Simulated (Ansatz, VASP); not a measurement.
## One calculation of WC, two programs

```
W C
1.0
     2.95739    0.00000    0.00000
    -1.47869    2.56117    0.00000
     0.00000    0.00000    2.88448
W C
1 1
Direct
  0.00000 0.00000 0.00000
  0.66667 0.33333 0.50000
```

Change from the starting cell: volume scaled by 1.06, crystal datasets.

Alike in both runs: task electric field gradients; functional PBE; k mesh 13 × 13 × 12; occupations fermi-dirac, width 0.05 eV; no spin polarisation.

```csv
,VASP,Ansatz
version,VASP 6.6.1,Ansatz 0.2.0
potentials or method,"VASP PAW PBE potentials, release 64 (W_sv, C), cutoff 520 eV","all-electron PAW with datasets made for the crystal, scalar-relativistic"
```

|  | VASP | Ansatz | Ansatz less VASP |
| --- | --- | --- | --- |
| pressure (GPa) | -12.4 | -13.2 | -0.75 |
| largest component of the traceless stress (GPa) | 1.83 | 2.01 | +0.174 |
| Vzz of the field gradient on the site that differs most (V/Å²) | -122.4 | -112.7 | +9.61 |

Ansatz ran all-electron here, so the differences hold the error of VASP's frozen core and of both bases. Ansatz warned: «gradients_without_spin_orbit».

Spin-orbit coupling is left out, which matters for the levels of W.
